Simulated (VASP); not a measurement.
A run of VASP 6.6.1:

File INCAR:

```
  ALGO = Fast
  EDIFF = 1E-6
  ENCUT = 520
  GGA = PE
  ISIF = 2
  ISMEAR = 0
  IVDW = 12
  LASPH = T
  LCHARG = F
  LREAL = F
  LWAVE = F
  NBANDS = 14
  NELM = 80
  PREC = Accurate
  SIGMA = 0.15
```

KPOINTS

```
k-points
0
Gamma
  18 18 18
```

File POSCAR:

```
Bi
1.0
   -1.6987020069      1.6987020069      2.4682140160
    1.6987020069     -1.6987020069      2.4682140160
    1.6987020069      1.6987020069     -2.4682140160
Bi
1
Direct
    0.0000000000      0.0000000000      0.0000000000
```

Potentials or basis: VASP PAW PBE potentials, release 64 (Bi_d).

The run is started by

```console
$ cat potpaw_PBE.64/Bi_d/POTCAR > POTCAR
$ mpirun -np 1 vasp_std > vasp.out
```

Hardware: 1 thread of Intel(R) Xeon(R) Platinum 8559C (Emerald Rapids), with other jobs on the host.

Q: How long does it take, and how much memory?

A: Run time: 2.9 min on 1 thread of Intel(R) Xeon(R) Platinum 8559C (Emerald Rapids), with other jobs on the host, peak memory 0.29 GiB. Counts: scf iterations 12, k points 480.
